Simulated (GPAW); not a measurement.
This GPAW 26.7.0 run on Cu needs a look.

Contents of run.py:

```python
import json
import numpy as np
import spglib
from ase import Atoms
from ase.dft.bandgap import bandgap
from ase.io import read, write
from gpaw import GPAW, PW, setup_paths
from gpaw.response.g0w0 import G0W0

setup_paths.insert(0, '.')

atoms = read('Cu.cif')
cell, positions, numbers = spglib.find_primitive(
    (atoms.cell[:], atoms.get_scaled_positions(), atoms.numbers), symprec=1e-4)
atoms = Atoms(numbers, cell=cell, scaled_positions=positions, pbc=True)

calc = GPAW(mode=PW(450),
            xc='PBEsol',
            kpts={'size': (4, 4, 4), 'gamma': True},
            occupations={'name': 'fermi-dirac', 'width': 0.05},
            nbands=14,
            convergence={'density': 1e-06},
            symmetry={'point_group': False},
            maxiter=80,
            txt='gpaw.txt')
atoms.calc = calc
energy = atoms.get_potential_energy()
calc.write('gs.gpw')
write('result.traj', atoms)
print(f'Energy: {energy:.6f} eV')
print('Fermi level:', round(calc.get_fermi_level(), 4), 'eV')
print(f'Gap: {bandgap(calc)[0]:.4f} eV, direct: {bandgap(calc, direct=True)[0]:.4f} eV')

calc.diagonalize_full_hamiltonian(nbands=30)
calc.write('full.gpw')

ibz = calc.get_ibz_k_points()
gamma = int(np.abs(ibz).sum(1).argmin())
kpts = [gamma]
gw = G0W0(calc='full.gpw',
          filename='gw',
          ecut=100,
          ecut_extrapolation=False,
          kpts=kpts,
          integrate_gamma='sphere',
          bands=(10, 12),
          nbands=26,
          frequencies={'type': 'nonlinear', 'domega0': 0.05, 'omega2': 10},
          eta=0.1,
          xc='rALDA',
          fxc_mode='GWP',
          do_GW_too=True)
gw.calculate()
results = {mode: {key: np.asarray(r[key]).tolist() for key in ['f', 'eps', 'vxc', 'exx', 'sigma', 'Z', 'qp', 'sigma_eskn']}
           for mode, r in gw.all_results.items()}
json.dump({'kpts': ibz[kpts].tolist(), 'results': results}, open('gw.json', 'w'))
for mode, r in results.items():
    f, qp = np.array(r['f']), np.array(r['qp'])
    print(mode, 'quasiparticle energies (eV):')
    print(qp.round(3))
```

The input Cu.cif:

```cif
data_Cu
_cell_length_a 2.88558664
_cell_length_b 2.88558664
_cell_length_c 2.75216290
_cell_angle_alpha 90.00000000
_cell_angle_beta 90.00000000
_cell_angle_gamma 90.00000000
_space_group_name_H-M_alt 'I4/mmm'
_space_group_name_Hall '-I 4 2'
_space_group_IT_number 139
loop_
_space_group_symop_operation_xyz
'x,y,z'
'-x,-y,-z'
'-y,x,z'
'y,-x,-z'
'-x,-y,z'
'x,y,-z'
'y,-x,z'
'-y,x,-z'
'x,-y,-z'
'-x,y,z'
'-y,-x,-z'
'y,x,z'
'-x,y,-z'
'x,-y,z'
'y,x,-z'
'-y,-x,z'
'x+1/2,y+1/2,z+1/2'
'-x+1/2,-y+1/2,-z+1/2'
'-y+1/2,x+1/2,z+1/2'
'y+1/2,-x+1/2,-z+1/2'
'-x+1/2,-y+1/2,z+1/2'
'x+1/2,y+1/2,-z+1/2'
'y+1/2,-x+1/2,z+1/2'
'-y+1/2,x+1/2,-z+1/2'
'x+1/2,-y+1/2,-z+1/2'
'-x+1/2,y+1/2,z+1/2'
'-y+1/2,-x+1/2,-z+1/2'
'y+1/2,x+1/2,z+1/2'
'-x+1/2,y+1/2,-z+1/2'
'x+1/2,-y+1/2,z+1/2'
'y+1/2,x+1/2,-z+1/2'
'-y+1/2,-x+1/2,z+1/2'
loop_
_atom_site_label
_atom_site_type_symbol
_atom_site_symmetry_multiplicity
_atom_site_Wyckoff_symbol
_atom_site_fract_x
_atom_site_fract_y
_atom_site_fract_z
_atom_site_occupancy
Cu1 Cu 2 a 0.0000000000 0.0000000000 0.0000000000 1
```

Potentials or basis: PAW data sets generated in the run's folder for this functional, pw.

The run is started by

```bash
$ gpaw-setup -x -f PBEsol Cu
$ OMP_NUM_THREADS=1 python run.py
```

gpaw.txt:

```text
__  _  _
 | _ |_)|_||  |
 |__||  | ||/\| - 26.7.0

Input parameters:
  mode=PW(ecut=450.00000000000006),
  convergence={'density': 1e-06},
  kpts=MonkhorstPack(size=(4, 4, 4), gamma=True),
  maxiter=80,
  nbands=14,
[... 177 lines left out ...]
|          8 |        34.892 |     0.000 |
|          9 |        37.109 |     0.000 |
|         10 |        37.178 |     0.000 |
|         11 |        37.178 |     0.000 |
|         12 |        37.360 |     0.000 |
|         13 |        38.154 |     0.000 |

No gap
No difference between direct/indirect transitions
# Writing to gs.gpw (mode='')

Matrix size: 260x260
# Writing to full.gpw (mode='')
```

On the terminal:

```text
Energy: -3.947038 eV
Fermi level: 8.3887 eV
Gap: 0.0000 eV, direct: 0.0000 eV
TypeError: 'NoneType' object is not subscriptable
```

Problem. Diagnose the run.

Solution. The program refused the input. The input holds a flaw that was put in on purpose: ground state written without wave functions.
